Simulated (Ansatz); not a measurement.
The system is Pd.

```
Pd
1.0
     0.00000    1.94650    1.94650
     1.94650    0.00000    1.94650
     1.94650    1.94650    0.00000
Pd
1
Cartesian
  0.0000 0.0000 0.0000
```

Base run:

| Quantity | Value |
| --- | --- |
| Program | Ansatz 0.2.0 |
| Functional | PBEsol |
| Potentials or basis | all-electron LAPW, non-relativistic |
| Cutoff | 267 eV (chosen from the basis error) |
| Basis error allowed | 0.001 eV/atom |
| k mesh | 12 × 12 × 12 |
| Occupations | fermi-dirac, width 0.05 eV |
| Spin | no spin polarisation |

Its results: pressure 6.8 GPa.

Problem. The run is repeated on the same cell with these changes: potentials or basis from all-electron LAPW, non-relativistic to all-electron PAW datasets made for the crystal. What comes out?

Solution. Pressure -3.0 GPa.

Caveats: relativity is left out, which matters for the heavier elements (some runs).

The runs don't all hold the same shells in valence.
